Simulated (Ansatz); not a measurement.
# Pt in Ansatz: the effect of functional

Crystal: Pt.

```xyz
1
Lattice="0.0000 1.9867 1.9867 1.9867 0.0000 1.9867 1.9867 1.9867 0.0000" Properties=species:S:1:pos:R:3 pbc="T T T"
Pt    0.0000    0.0000    0.0000
```

The cell isn't the ideal one: volume scaled by 1.04.

Alike in all runs:

| Quantity | Value |
| --- | --- |
| Program | Ansatz 0.2.0 |
| Task | single point |
| Potentials or basis | Ansatz PAW |
| k mesh | 12 × 12 × 12 |
| Occupations | fermi-dirac, width 0.05 eV |
| Spin | no spin polarisation |

Q: One run gave: pressure -6.3 GPa. Which functional did it use?
A. r2SCAN
B. LDA
C. PBE

A: A.

| functional | cutoff | pressure (GPa) |
| --- | --- | --- |
| LDA | 420 eV (not typed: the program's choice for these potentials) | -15.7 |
| r2SCAN | 500 eV (not typed: the program's choice for these potentials) | -6.3 |
| PBE | 420 eV (not typed: the program's choice for these potentials) | -0.5 |

Caveats: the PAW data sets come from PBE, with cores solved anew for the run's functional, which leaves a small shift of forces and pressure (some runs).
